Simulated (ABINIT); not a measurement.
# How the form of the self-energy moves the gap of LiF (Griceite), part 2 of 2

How much does the gap of LiF (Griceite) depend on the approximation to the self-energy?

ABINIT 10.8.3; PBE and many-body steps on it, plane waves. Known limits of the many-body steps: not at the basis limit.

So far. Step 6 (G0W0, von der Linden-Horsch plasmon pole): Against G0W0 in ABINIT (8×8×8 mesh, 142 bands, screening to 304.8 eV, Godby-Needs plasmon pole), the gap moves by +0.479 eV. Step 7 (G0W0, Engel-Farid plasmon pole): Against G0W0 in ABINIT (8×8×8 mesh, 142 bands, screening to 304.8 eV, Godby-Needs plasmon pole), the gap moves by +0.250 eV.

**8. One-shot Hartree-Fock**

This step: one-shot Hartree-Fock on PBE, plane waves, norm-conserving pseudopotentials.

The input, run.abi:

```
acell 3*1.0 Angstrom
rprim 
  0.000000000000 2.014000000000 2.014000000000
  2.014000000000 0.000000000000 2.014000000000
  2.014000000000 2.014000000000 -0.000000000000
ntypat 2
znucl 3 9
natom 2
typat 1 2
xred 
  0.000000000000 0.000000000000 0.000000000000
  0.500000000000 0.500000000000 0.500000000000
pp_dirpath "pseudos"
pseudos "Li.upf, F.upf"
ecut 36
ngkpt 8 8 8
nshiftk 1
shiftk 0 0 0
kptopt 1
chksymbreak 0
istwfk *1
occopt 1
irdwfk 1
optdriver 4
nband 9
gwcalctyp 5
ecutsigx 36
symsigma 1
nkptgw 1
kptgw 
  0.0000000000 0.0000000000 0.0000000000
bdgw 
  3 9
ixc_sigma 40
fftgw 31
indata_prefix "in"
outdata_prefix "out"
tmpdata_prefix "tmp"
```

Run with:

```sh
OMP_NUM_THREADS=1 mpirun -n 4 abinit run.abi > log
```

What it wrote:

```text
.Version 10.8.3 of ABINIT. v10.8.2 released Aug 2026.

 Symmetries : space group Fm -3 m (#225); Bravais cF (face-center cubic)
[... echo of the input left out ...]
== DATASET  1 ==================================================================
-   mpi_nproc: 4, omp_nthreads: 1 (-1 if OMP is not activated)

--- !DatasetInfo
iteration_state: {dtset: 1, }
dimensions: {natom: 2, nkpt: 29, mband: 9, nsppol: 1, nspinor: 1, nspden: 1, mpw: 1158, }
cutoff_energies: {ecut:  36.0, pawecutdg:  -1.0, }
[...]
7  23.017 -10.011  -3.078   0.000   1.000   0.000  -3.078   6.933  29.949
        8  23.017 -10.011  -3.078   0.000   1.000   0.000  -3.078   6.933  29.949
        9  23.017 -10.011  -3.078   0.000   1.000   0.000  -3.078   6.933  29.949

== END DATASET(S) ==============================================================
================================================================================

 -outvars: echo values of variables after computation  --------
           etotal      0.0000000000E+00
            nband           9
             nkpt          29
          spgroup         225
 [... the other variables as echoed above ...]

 Calculation completed.
```

It took 2.3 s on 4 MPI ranks of Arm Neoverse V1, shared host; peak memory 0.16 GiB.

This step gave:

```
quasiparticle gap on the points computed              : 21.64 eV
starting gap on the mesh                              : 9.115 eV
k of the valence top                                  : 0, 0, 0
k of the conduction bottom                            : 0, 0, 0
least direct quasiparticle gap on the computed points : 21.64 eV
```

Against G0W0 in ABINIT (8×8×8 mesh, 142 bands, screening to 304.8 eV, Godby-Needs plasmon pole), the gap moves by +8.203 eV.

**9. Screening, 8×8×8 mesh, 142 bands, screening to 304.8 eV**

This step: RPA screening on PBE, plane waves, norm-conserving pseudopotentials.

run.abi: that of step 8 with these lines changed.

```diff
@@ -23,14 +23,14 @@
 irdwfk 1
-optdriver 4
-nband 9
-gwcalctyp 5
-ecutsigx 36
-symsigma 1
-nkptgw 1
-kptgw 
-  0.0000000000 0.0000000000 0.0000000000
-bdgw 
-  3 9
-ixc_sigma 40
-fftgw 31
+optdriver 3
+nband 142
+ecuteps 11.2
+inclvkb 2
+awtr 1
+symchi 1
+gwcalctyp 2
+nfreqre 16
+freqremax 40 eV
+nfreqim 8
+spmeth 1
+nomegasf 120
 indata_prefix "in"
```

What it wrote:

```text
.Version 10.8.3 of ABINIT. v10.8.2 released Aug 2026.

 Symmetries : space group Fm -3 m (#225); Bravais cF (face-center cubic)
[... echo of the input left out ...]
== DATASET  1 ==================================================================
-   mpi_nproc: 4, omp_nthreads: 1 (-1 if OMP is not activated)

--- !DatasetInfo
iteration_state: {dtset: 1, }
dimensions: {natom: 2, nkpt: 29, mband: 142, nsppol: 1, nspinor: 1, nspden: 1, mpw: 1158, }
cutoff_energies: {ecut:  36.0, pawecutdg:  -1.0, }
electrons: {nelect:   1.00000000E+01, charge:   0.00000000E+00, occopt:   1.00000000E+00, tsmear:   1.00000000E-02, }

 SCREENING: Calculation of the susceptibility and dielectric matrices

 Based on a program developped by R.W. Godby, V. Olevano, G. Onida, and L. Reining.
 Incorporated in ABINIT by V. Olevano, G.-M. Rignanese, and M. Torrent.
.Using double precision arithmetic ; gwpc =  8

[... cell and pseudopotentials left out ...]
--------------------------------------------------------------------------------

 ==== K-mesh for the wavefunctions ====
 Number of points in the irreducible wedge :    29
[... list of points left out ...]
 Together with 48 symmetry operations and time-reversal symmetry
 yields   512 points in the full Brillouin Zone.

 ==== Q-mesh for the screening function ====
 Number of points in the irreducible wedge :    29
[... list of points left out ...]
 Together with 48 symmetry operations and time-reversal symmetry
 yields   512 points in the full Brillouin Zone.

 setmesh: FFT mesh size selected  =    24x   24x   24
          total number of points  =        13824

 vcoul_init : cutoff-mode = AUXILIARY_FUNCTION
 q-points for optical limit:   1
     1)      0.000010    0.000020    0.000030

- screening: taking advantage of time-reversal symmetry
- Maximum band index for partially occupied states nbvw = 5
- Remaining bands to be divided among processors   nbcw = 137
- Number of bands treated by each node ~34

 Number of electrons calculated from density =   10.0000; Expected =   10.0000
 average of density, n =  0.090697
 r_s =    1.3807
 omega_plasma =   29.0505 [eV]

 calculating chi0 at frequencies [eV] :
  1    0.000000E+00    0.000000E+00
  2    2.666667E+00    0.000000E+00
  3    5.333333E+00    0.000000E+00
[...]
23    0.000000E+00    7.398648E+01
 24    0.000000E+00    1.041738E+02

--------------------------------------------------------------------------------
  q-point number  1        q = ( 0.000000, 0.000000, 0.000000) [r.l.u.]
--------------------------------------------------------------------------------
[... chi0 elements left out ...]
  [... further frequencies ...]

 No. of calculated frequencies >  15, stop printing
 For q-point:  0.000010 0.000020 0.000030
  dielectric constant =   1.9728
  dielectric constant without local fields =   2.0871

  Average fulfillment of the sum rule on Im[epsilon] for q-point    1 :     88.63  [%]
[... wings left out ...]
  q-point number  2        q = ( 0.125000, 0.000000, 0.000000) [r.l.u.]
--------------------------------------------------------------------------------
[... chi0 elements left out ...]
  [... further frequencies ...]

 No. of calculated frequencies >  15, stop printing
  Average fulfillment of the sum rule on Im[epsilon] for q-point    2 :     98.12  [%]

 [... 27 further q-points ...]
```

Elapsed: 10 min, on 4 MPI ranks; peak memory 1.7 GiB.

This step gave:

```yaml
eps_infinity_with_local_fields_on_this_mesh_along_the_program_s_q_direction: 1.973
the_same_without_local_fields: 2.087
plasma_frequency: 29.05 eV
plane_waves_in_the_screening_matrix: 181
```

**10. G0W0, contour deformation**

This step: G0W0 on PBE, plane waves, norm-conserving pseudopotentials.

run.abi: that of step 9 with these lines changed.

```diff
@@ -23,14 +23,14 @@
 irdwfk 1
-optdriver 3
+optdriver 4
 nband 142
+gwcalctyp 2
+ecutsigx 36
+symsigma 1
+nkptgw 1
+kptgw 
+  0.0000000000 0.0000000000 0.0000000000
+bdgw 
+  3 9
 ecuteps 11.2
-inclvkb 2
-awtr 1
-symchi 1
-gwcalctyp 2
-nfreqre 16
-freqremax 40 eV
-nfreqim 8
-spmeth 1
-nomegasf 120
+irdscr 1
 indata_prefix "in"
```

What it wrote:

```text
.Version 10.8.3 of ABINIT. v10.8.2 released Aug 2026.

 Symmetries : space group Fm -3 m (#225); Bravais cF (face-center cubic)
[... echo of the input left out ...]
== DATASET  1 ==================================================================
-   mpi_nproc: 4, omp_nthreads: 1 (-1 if OMP is not activated)

--- !DatasetInfo
iteration_state: {dtset: 1, }
dimensions: {natom: 2, nkpt: 29, mband: 142, nsppol: 1, nspinor: 1, nspden: 1, mpw: 1158, }
cutoff_energies: {ecut:  36.0, pawecutdg:  -1.0, }
[...]
4  -0.974 -23.053 -30.736   4.291   0.812  -0.231 -25.809  -2.756  -3.730
[...]
9  23.017 -10.011  -3.078  -4.251   0.855  -0.169  -7.718   2.293  25.310
        9   0.000   0.000   0.000  -0.042   0.000   0.000  -0.036  -0.036  -0.036

== END DATASET(S) ==============================================================
================================================================================

 -outvars: echo values of variables after computation  --------
           etotal      0.0000000000E+00
            nband         142
             nkpt          29
          spgroup         225
 [... the other variables as echoed above ...]

 Calculation completed.
```

Wall time 10 s (4 MPI ranks); peak memory 1.8 GiB.

Numbers from this step:

* G0W0 gap on the points computed: 13.4 eV
* starting gap on the mesh: 9.115 eV
* k of the valence top: 0, 0, 0
* k of the conduction bottom: 0, 0, 0
* least direct G0W0 gap on the computed points: 13.4 eV

Against G0W0 in ABINIT (8×8×8 mesh, 142 bands, screening to 304.8 eV, Godby-Needs plasmon pole), the gap moves by −0.042 eV.

**11. Screening, 8×8×8 mesh, 142 bands, screening to 304.8 eV**

This step: RPA screening on PBE, plane waves, norm-conserving pseudopotentials.

run.abi: that of step 10 with these lines changed.

```diff
@@ -23,14 +23,11 @@
 irdwfk 1
-optdriver 4
+optdriver 3
 nband 142
-gwcalctyp 2
-ecutsigx 36
-symsigma 1
-nkptgw 1
-kptgw 
-  0.0000000000 0.0000000000 0.0000000000
-bdgw 
-  3 9
 ecuteps 11.2
-irdscr 1
+inclvkb 2
+awtr 1
+symchi 1
+gwcalctyp 1
+nfreqre 0
+nfreqim 16
 indata_prefix "in"
```

What it wrote:

```text
.Version 10.8.3 of ABINIT. v10.8.2 released Aug 2026.

 Symmetries : space group Fm -3 m (#225); Bravais cF (face-center cubic)
[... echo of the input left out ...]
== DATASET  1 ==================================================================
-   mpi_nproc: 4, omp_nthreads: 1 (-1 if OMP is not activated)

--- !DatasetInfo
iteration_state: {dtset: 1, }
dimensions: {natom: 2, nkpt: 29, mband: 142, nsppol: 1, nspinor: 1, nspden: 1, mpw: 1158, }
cutoff_energies: {ecut:  36.0, pawecutdg:  -1.0, }
[...]
No. of calculated frequencies >  15, stop printing
 For q-point:  0.000010 0.000020 0.000030
  dielectric constant =   1.9653
  dielectric constant without local fields =   2.0785

  Average fulfillment of the sum rule on Im[epsilon] for q-point    1 :     88.63  [%]
[... wings left out ...]
  q-point number  2        q = ( 0.125000, 0.000000, 0.000000) [r.l.u.]
--------------------------------------------------------------------------------
[... chi0 elements left out ...]
  [... further frequencies ...]

 No. of calculated frequencies >  15, stop printing
  Average fulfillment of the sum rule on Im[epsilon] for q-point    2 :     98.12  [%]

 [... 27 further q-points ...]
```

Wall time 18 min (4 MPI ranks); peak memory 1.6 GiB; 73 min of CPU time.

This step gave:

| Item | Value |
| --- | --- |
| ε∞ with local fields, on this mesh, along the program's q direction | 1.965 |
| the same without local fields | 2.079 |
| plasma frequency | 29.05 eV |
| plane waves in the screening matrix | 181 |

**12. G0W0, analytic continuation**

This step: G0W0 on PBE, plane waves, norm-conserving pseudopotentials.

run.abi: that of step 11 with these lines changed.

```diff
@@ -23,11 +23,16 @@
 irdwfk 1
-optdriver 3
+optdriver 4
 nband 142
+gwcalctyp 1
+ecutsigx 36
+symsigma 1
+nkptgw 1
+kptgw 
+  0.0000000000 0.0000000000 0.0000000000
+bdgw 
+  3 9
 ecuteps 11.2
-inclvkb 2
-awtr 1
-symchi 1
-gwcalctyp 1
-nfreqre 0
-nfreqim 16
+irdscr 1
+nomegasi 12
+omegasimax 25 eV
 indata_prefix "in"
```

What it wrote:

```text
.Version 10.8.3 of ABINIT. v10.8.2 released Aug 2026.

 Symmetries : space group Fm -3 m (#225); Bravais cF (face-center cubic)
[... echo of the input left out ...]
== DATASET  1 ==================================================================
-   mpi_nproc: 4, omp_nthreads: 1 (-1 if OMP is not activated)

--- !DatasetInfo
iteration_state: {dtset: 1, }
dimensions: {natom: 2, nkpt: 29, mband: 142, nsppol: 1, nspinor: 1, nspden: 1, mpw: 1158, }
cutoff_energies: {ecut:  36.0, pawecutdg:  -1.0, }
[...]
4  -4.557 -23.053 -30.736   4.115   0.817  -0.224 -25.913  -2.860  -7.417
[...]
9  19.434 -10.011  -3.078  -4.178   0.879  -0.138  -7.618   2.393  21.826
        9   0.000   0.000   0.000  -0.008   0.000   0.000  -0.004  -0.004  -0.004

== END DATASET(S) ==============================================================
================================================================================

 -outvars: echo values of variables after computation  --------
           etotal      0.0000000000E+00
            nband         142
             nkpt          29
          spgroup         225
 [... the other variables as echoed above ...]

 Calculation completed.
```

It took 9.3 s on 4 MPI ranks; peak memory 1.8 GiB; 37 s of CPU time.

Numbers from this step:

```yaml
g0w0_gap_on_the_points_computed: 13.48 eV
starting_gap_on_the_mesh: 9.115 eV
k_of_the_valence_top: 0, 0, 0
k_of_the_conduction_bottom: 0, 0, 0
least_direct_g0w0_gap_on_the_computed_points: 13.48 eV
```

Against G0W0 in ABINIT (8×8×8 mesh, 142 bands, screening to 304.8 eV, Godby-Needs plasmon pole), the gap moves by +0.035 eV.

**13. Side by side**

Times are wall times on 4 MPI ranks of Arm Neoverse V1, shared host, good to a factor of about two. A run's time includes the screening step that it read.

```csv
run,mesh,bands,screening cutoff (eV),DFT gap (eV),gap on the mesh (eV),direct (eV),ε∞ used,time
"G0W0, Godby-Needs plasmon pole",8×8×8,142,304.8,9.115,13.442,13.442,1.97,6.1 min
"G0W0, Hybertsen-Louie plasmon pole",8×8×8,142,304.8,9.115,14.141,14.141,1.97,6.1 min
"G0W0, von der Linden-Horsch plasmon pole",8×8×8,142,304.8,9.115,13.921,13.921,1.97,6 min
"G0W0, Engel-Farid plasmon pole",8×8×8,142,304.8,9.115,13.692,13.692,1.97,6 min
one-shot Hartree-Fock,8×8×8,-,-,9.115,21.645,21.645,-,2.3 s
"G0W0, contour deformation",8×8×8,142,304.8,9.115,13.400,13.400,1.97,11 min
"G0W0, analytic continuation",8×8×8,142,304.8,9.115,13.477,13.477,1.97,18 min
```

**14. What came out**

```json
{
 "G0W0, Godby-Needs plasmon pole": "13.442 eV",
 "G0W0, Hybertsen-Louie plasmon pole": "14.141 eV",
 "G0W0, von der Linden-Horsch plasmon pole": "13.921 eV",
 "G0W0, Engel-Farid plasmon pole": "13.692 eV",
 "one-shot Hartree-Fock": "21.645 eV",
 "G0W0, contour deformation": "13.400 eV",
 "G0W0, analytic continuation": "13.477 eV",
 "known limits": "not at the basis limit"
}
```

What this shows: G0W0, Hybertsen-Louie plasmon pole: +0.699 eV against G0W0, Godby-Needs plasmon pole. G0W0, von der Linden-Horsch plasmon pole: +0.479 eV against G0W0, Godby-Needs plasmon pole. G0W0, Engel-Farid plasmon pole: +0.250 eV against G0W0, Godby-Needs plasmon pole. One-shot Hartree-Fock: +8.203 eV against G0W0, Godby-Needs plasmon pole. G0W0, contour deformation: −0.042 eV against G0W0, Godby-Needs plasmon pole. G0W0, analytic continuation: +0.035 eV against G0W0, Godby-Needs plasmon pole. Bare exchange alone opens the gap to 21.64 eV; against G0W0, correlation takes back 8.20 eV. Bands and cutoff are finite, so the gap is not at the basis limit. The miss can reach some tenths of an eV and take either sign; the mesh is an error of its own. In the G0W0 runs levels were corrected at 1 k point alone, so a gap called «on the mesh» is the least over those, and an edge elsewhere would be missed.

[Paths, hosts, dates, memory and timing lines, banners, echoed tables and standing remarks are left out of the program output.]

[Logs are printed without paths, hosts, clocks, repeated set-up lines and the standing remarks that a program may print on its own settings, such as how far it seeks lower states.]

[Runs of the session that timed out or met a known fault of the program may be left out.]

[Hosts, paths, dates, database ids (printed as entryN), source tags and the programs' standing remarks are cut or masked in the printed files.]

[G0W0 gaps are taken among the corrected bands and points alone; a level outside them can change the order at an edge.]

[Where Ansatz stands beside ABINIT at settings called matched, ABINIT's density can come from a denser mesh and the files from another edition; pairs whose starting gaps differed by over 0.03 eV were left out, so agreement reads better than it is.]
